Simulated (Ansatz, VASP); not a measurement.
## Zn in VASP and in Ansatz

```
CELL_PARAMETERS angstrom
-1.59712 1.59712 1.59712
1.59712 -1.59712 1.59712
1.59712 1.59712 -1.59712
ATOMIC_POSITIONS crystal
Zn 0.00000 0.00000 0.00000
```

Change from the starting cell: volume scaled by 1.06.

Alike in both runs: task single point; functional PBE; k mesh 17 × 17 × 17; occupations fermi-dirac, width 0.05 eV; no spin polarisation.

```csv
,VASP,Ansatz
version,VASP 6.6.1,Ansatz 0.2.0
potentials or method,"VASP PAW PBE potentials, release 64 (Zn), cutoff 520 eV","all-electron LAPW, scalar-relativistic"
```

Ansatz gave:

- pressure (GPa): -3.2

Task: Which values does VASP return?

Result: Pressure (GPa): -3.0.

Ansatz ran all-electron here, so the differences hold the error of VASP's frozen core and of both bases.
